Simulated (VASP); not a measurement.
# ZrS2 in VASP: reference runs

Aim: a first look at ZrS2 with PBE, on the cell as given.

Program: VASP 6.6.1. These are calculated values, not measurements. Logs are shortened: lines on timing, memory, paths and dates and some standing lists are left out, and cuts for length are marked.

### 1 The undisturbed slab

The cell holds a slab with vacuum, 6 atoms: a = 3.630 Å, b = 3.630 Å, c = 23.766 Å, α = 90.00°, β = 90.00°, γ = 120.00°.

### 2 Single point, PBE (the (0 0 1) slab of ZrS2, cut from the database cell, not relaxed)

Input file INCAR:

```
SYSTEM = ZrS2
ALGO = Normal ; DIPOL = 0.5 0.5 0.500
EDIFF = 1E-7 ; ENCUT = 520
GGA = PE ; IDIPOL = 3
ISIF = 2 ; ISMEAR = -1
LASPH = .TRUE. ; LCHARG = .TRUE.
LDIPOL = .TRUE. ; LELF = .TRUE.
LREAL = .FALSE. ; LVACPOTAV = .TRUE.
LVHAR = .TRUE. ; LWAVE = .FALSE.
NBANDS = 33 ; NELM = 100
PREC = Accurate ; SIGMA = 0.05
```

Input file KPOINTS:

```
k-points
0
G
  8 8 1
  0 0 0
```

Input file POSCAR:

```
ZrS2
1.0
    3.6299990405      0.0000000000      0.0000000000
   -1.8149995203      3.1436713849      0.0000000000
    0.0000000000      0.0000000000     23.7656400000
S Zr
4 2
Direct
    0.6666666667      0.3333333334      0.3155816549
    0.3333333333      0.6666666666      0.4382646543
    0.6666666667      0.3333333334      0.5617353457
    0.3333333333      0.6666666666      0.6844183451
    0.0000000000      0.0000000000      0.3769231546
    0.0000000000      0.0000000000      0.6230768454
```

Potentials or basis: VASP PAW PBE potentials, release 64 (S, Zr_sv).

Command:

```console
cat potpaw_PBE.64/S/POTCAR potpaw_PBE.64/Zr_sv/POTCAR > POTCAR
mpirun -np 1 vasp_std > vasp.out
```

OUTCAR:

```text
SYSTEM = ZrS2
   EDIFF = 1E-7
   ENCUT = 520
   GGA = PE
   ISIF = 2
   ISMEAR = -1
   LASPH = .TRUE.
   LREAL = .FALSE.
   NELM = 100
   PREC = Accurate

 ion  position               nearest neighbor table
   1  0.667  0.333  0.316-   5 2.55   5 2.55   5 2.55
   2  0.333  0.667  0.438-   5 2.55   5 2.55   5 2.55
   3  0.667  0.333  0.562-   6 2.55   6 2.55   6 2.55
   4  0.333  0.667  0.684-   6 2.55   6 2.55   6 2.55
   5  0.000  0.000  0.377-   2 2.55   1 2.55   1 2.55   2 2.55   1 2.55   2 2.55
   6  0.000  0.000  0.623-   4 2.55   3 2.55   3 2.55   4 2.55   3 2.55   4 2.55

  LATTYP: Found a hexagonal cell.
 ALAT       =     3.6299990405
 C/A-ratio  =     6.5470099950

  Lattice vectors:

 A1 = (   3.6299990405,   0.0000000000,   0.0000000000)
 A2 = (  -1.8149995203,   3.1436713849,   0.0000000000)
 A3 = (   0.0000000000,   0.0000000000,  23.7656400000)

Analysis of symmetry for initial positions (statically):
=====================================================================
 Subroutine PRICEL returns:
 Original cell was already a primitive cell.

 Routine SETGRP: Setting up the symmetry group for a
 hexagonal supercell.

 Subroutine GETGRP returns: Found 12 space group operations
 (whereof 12 operations were pure point group operations)
 out of a pool of 24 trial point group operations.

The static configuration has the point symmetry D_3d.

Analysis of symmetry for dynamics (positions and initial velocities):
=====================================================================
 Subroutine PRICEL returns:
 Original cell was already a primitive cell.

 Routine SETGRP: Setting up the symmetry group for a
 hexagonal supercell.

 Subroutine GETGRP returns: Found 12 space group operations
 (whereof 12 operations were pure point group operations)
 out of a pool of 24 trial point group operations.

The dynamic configuration has the point symmetry D_3d.

 Subroutine INISYM returns: Found 12 space group operations
 (whereof 12 operations are pure point group operations),
 and found     1 'primitive' translations

----------------------------------------------------------------------------------------

                                     Primitive cell

  volume of cell :     271.2022

  direct lattice vectors                    reciprocal lattice vectors
     3.629999040  0.000000000  0.000000000     0.275482166  0.159049703  0.000000000
    -1.814999520  3.143671385  0.000000000     0.000000000  0.318099406  0.000000000
     0.000000000  0.000000000 23.765640000     0.000000000  0.000000000  0.042077554

  length of vectors
     3.629999040  3.629999041 23.765640000     0.318099406  0.318099406  0.042077554

  position of ions in fractional coordinates (direct lattice)
     0.666666667  0.333333333  0.315581655
     0.333333333  0.666666667  0.438264654
     0.666666667  0.333333333  0.561735346
     0.333333333  0.666666667  0.684418345
     0.000000000  0.000000000  0.376923155
     0.000000000  0.000000000  0.623076845

  ion indices of the primitive-cell ions
   primitive index   ion index
                 1           1
                 2           2
                 3           3
                 4           4
                 5           5
                 6           6

----------------------------------------------------------------------------------------

 KPOINTS: k-points

Automatic generation of k-mesh.
 Grid dimensions read from file:
 generate k-points for:    8    8    1

 Generating k-lattice:

  Cartesian coordinates                     Fractional coordinates (reciprocal lattice)
     0.034435271  0.019881213  0.000000000     0.125000000 -0.000000000  0.000000000
     0.000000000  0.039762426  0.000000000     0.000000000  0.125000000  0.000000000
     0.000000000  0.000000000  0.042077554     0.000000000  0.000000000  1.000000000

  Length of vectors
     0.039762426  0.039762426  0.042077554

  Shift w.r.t. Gamma in fractional coordinates (k-lattice)
     0.000000000  0.000000000  0.000000000

 Subroutine IBZKPT returns following result:
 ===========================================

 Found     10 irreducible k-points:

 Following reciprocal coordinates:
            Coordinates               Weight
  0.000000  0.000000  0.000000      1.000000
  0.125000  0.000000  0.000000      6.000000
  0.250000  0.000000  0.000000      6.000000
  0.375000 -0.000000  0.000000      6.000000
  0.500000  0.000000  0.000000      3.000000
  0.125000  0.125000  0.000000      6.000000
  0.250000  0.125000  0.000000     12.000000
  0.375000  0.125000  0.000000     12.000000
  0.250000  0.250000  0.000000      6.000000
  0.375000  0.250000  0.000000      6.000000
   k-points           NKPTS =     10   k-points in BZ     NKDIM =     10   number of bands    NBANDS=     33
   number of dos      NEDOS =    301   number of ions     NIONS =      6
   total plane-waves  NPLWV = 141120
   dimension x,y,z NGX =    28 NGY =   28 NGZ =  180
   dimension x,y,z NGXF=    56 NGYF=   56 NGZF=  360
   ions per type =               4   2
   NGX,Y,Z   is equivalent  to a cutoff of  12.82, 12.82, 12.59 a.u.
   NGXF,Y,Z  is equivalent  to a cutoff of  25.65, 25.65, 25.18 a.u.
 SYSTEM =  ZrS2
   PREC   = accura    normal or accurate (medium, high low for compatibility)
   ISTART =      0    job   : 0-new  1-cont  2-samecut
   ICHARG =      2    charge: 1-file 2-atom 10-const
   ISPIN  =      1    spin polarized calculation?
   LNONCOLLINEAR =      F non collinear calculations
   LSORBIT =      F    spin-orbit coupling
   LASPH  =      T    aspherical Exc in radial PAW
   ENCUT  =  520.0 eV  38.22 Ry    6.18 a.u.   6.75  6.75 44.19*2*pi/ulx,y,z
   NELM   =    100;   NELMIN=  2; NELMDL= -5     # of ELM steps
   EDIFF  = 0.1E-06   stopping-criterion for ELM
   LREAL  =      F    real-space projection
   EDIFFG = 0.1E-05   stopping-criterion for IOM
   NSW    =      0    number of steps for IOM
   IBRION =     -1    ionic relax: 0-MD 1-quasi-New 2-CG
   NFREE  =      0    steps in history (QN), initial steepest desc. (CG)
   ISIF   =      2    stress and relaxation
   ISYM   =      2    0-nonsym 1-usesym 2-fastsym
   POTIM  = 0.5000    time-step for ionic-motion
   TEBEG  =    0.0;   TEEND  =   0.0 temperature during run
   PSTRESS=    0.0 pullay stress
   NELECT =      48.0000    total number of electrons
   NUPDOWN=      -1.0000    fix difference up-down
   EMIN   =  10.00;   EMAX   =-10.00  energy-range for DOS
   EFERMI =   0.00;   METHOD = LEGACY
   ISMEAR =    -1;   SIGMA  =   0.05  broadening in eV -4-tet -1-fermi 0-gaus
   EFERMI_NEDOS =   21; number of points for ismear=-14 and -15
   IALGO  =     38    algorithm
   IMIX   =      4    mixing-type and parameters
     AMIX     =   0.40;   BMIX     =  1.00
     AMIX_MAG =   1.60;   BMIX_MAG =  1.00
  volume/ion in A,a.u.               =      45.20       305.03
  Fermi-wavevector in a.u.,A,eV,Ry     =   0.919159  1.736959 11.494938  0.844854
  Thomas-Fermi vector in A             =   2.044322
   LORBIT       =      0    0 simple, 1 ext, 2 COOP (PROOUT), +10 PAW based schemes
   GGA     = PE    functional components
   LHFCALC =     F    Hartree Fock is set to
   AEXX    =    0.0000 exact exchange contribution
   IVDW    =     0    specifies the selected vdW correction
   LEPSILON=     F    determine dielectric tensor
   LRPA    =     F    only Hartree local field effects (RPA)
 non-spin polarized calculation
  energy-cutoff  :      520.00
  volume of cell :      271.20
 maximum number of plane-waves:      7325
 NGX is ok and might be reduce to    28
   NGX = 13   NGY = 13   NGZ = 89

 dipolmoment           0.000000      0.000000     -0.000000 electrons x Angstroem

 number of electron      48.0000002 magnetization

 dipolmoment           0.000000      0.000000      0.000000 electrons x Angstroem

 Free energy of the ion-electron system (eV)
  ---------------------------------------------------
  ext. energy  EPLUGINS =         0.00000000
  ---------------------------------------------------
  free energy    TOTEN  =       -42.79972931 eV

  energy without entropy =      -42.79972392  energy(sigma->0) =      -42.79972661

 E-fermi :  -0.3898     XC(G=0):  -5.1696

 val. band max:       -0.8758392746   @ k =   0.0000   0.0000   0.0000
 cond. band min:       0.1198774236   @ k =   0.5000   0.0000   0.0000
 fundamental gap:      0.9957166982
 Fermi energy:        -0.3898376962

 k-point     1 :       0.0000    0.0000    0.0000
  band No.  band energies     occupation
      1     -49.7185      2.00000
      2     -49.7185      2.00000
      3     -27.7977      2.00000
      4     -27.7973      2.00000
      5     -27.6293      2.00000
      6     -27.6293      2.00000
[... 25 lines left out ...]
     32       4.2409      0.00000
     33       4.4538      0.00000

 k-point     2 :       0.1250    0.0000    0.0000
  band No.  band energies     occupation
      1     -49.7153      2.00000
      2     -49.7153      2.00000
      3     -27.7882      2.00000
      4     -27.7878      2.00000
      5     -27.6731      2.00000
      6     -27.6731      2.00000
[... 25 lines left out ...]
     32       3.8467      0.00000
     33       4.1459      0.00000
[... 250 lines left out ...]
     32       4.0275      0.00000
     33       5.1990      0.00000

 k-point    10 :       0.3750    0.2500    0.0000
  band No.  band energies     occupation
      1     -49.6943      2.00000
      2     -49.6943      2.00000
      3     -27.8656      2.00000
      4     -27.8656      2.00000
      5     -27.7856      2.00000
      6     -27.7856      2.00000
[... 25 lines left out ...]
     32       4.3145      0.00000
     33       4.7885      0.00000

------------------------ aborting loop because EDIFF is reached ----------------------------------------

  FORCE on cell =-STRESS in cart. coord.  units (eV):
  Direction    XX          YY          ZZ          XY          YZ          ZX
  --------------------------------------------------------------------------------------
  -------------------------------------------------------------------------------------
  Total        2.6423789      2.6423789      1.6253552     -0.0000000      0.0000000     -0.0000000
  in kB       15.6103451     15.6103451      9.6020883     -0.0000000      0.0000000     -0.0000000
  external PRESSURE =      13.6075928 kB  Pullay stress =       0.0000000 kB

 VOLUME and BASIS-vectors are now :
 -----------------------------------------------------------------------------
  energy-cutoff  :      520.00
  volume of cell :      271.20
      direct lattice vectors                 reciprocal lattice vectors
     3.629999040  0.000000000  0.000000000     0.275482166  0.159049703  0.000000000
    -1.814999520  3.143671385  0.000000000     0.000000000  0.318099406  0.000000000
     0.000000000  0.000000000 23.765640000     0.000000000  0.000000000  0.042077554

 POSITION                                       TOTAL-FORCE (eV/Angst)
 -----------------------------------------------------------------------------------
      1.81500      1.04789      7.50000         0.000000     -0.000000     -0.194504
     -0.00000      2.09578     10.41564         0.000000     -0.000000      0.093359
      1.81500      1.04789     13.35000        -0.000000      0.000000     -0.093359
     -0.00000      2.09578     16.26564        -0.000000      0.000000      0.194504
      0.00000      0.00000      8.95782         0.000000      0.000000     -0.041743
      0.00000      0.00000     14.80782        -0.000000      0.000000      0.041743
 -----------------------------------------------------------------------------------
    total drift:                                0.000000     -0.000000      0.000000

  FREE ENERGIE OF THE ION-ELECTRON SYSTEM (eV)
  ---------------------------------------------------
  free  energy   TOTEN  =       -42.7997293088 eV

  energy  without entropy=      -42.7997239211  energy(sigma->0) =      -42.79972661

 vacuum level on the upper side and lower side of the slab         5.471         5.471
```

It took 1.7 min on 1 thread of Intel Xeon 6975P-C (Granite Rapids), shared host; peak memory 0.38 GiB.

Results:

```
Free energy                            : -42.7997 eV
Largest force                          : 0.195 eV/Å
Band gap on the k mesh                 : 1.00 eV, indirect (least direct gap 1.65 eV)
Ionisation potential of the upper face : 6.35 eV
```

Forces on the atoms (eV/Å):
```
S    0.000  0.000 -0.195
S    0.000  0.000  0.093
S    0.000  0.000 -0.093
S    0.000  0.000  0.195
Zr   0.000  0.000 -0.042
Zr   0.000  0.000  0.042
```

Levels at points of the mesh, in eV from the valence-band top:
```
           k point  band 22  band 23  band 24  band 25  band 26  band 27
(0.00, 0.00, 0.00)    -0.08     0.00     0.00     1.65     1.65     1.67
(0.50, 0.00, 0.00)    -1.04    -0.97    -0.89     1.00     1.10     3.47
```
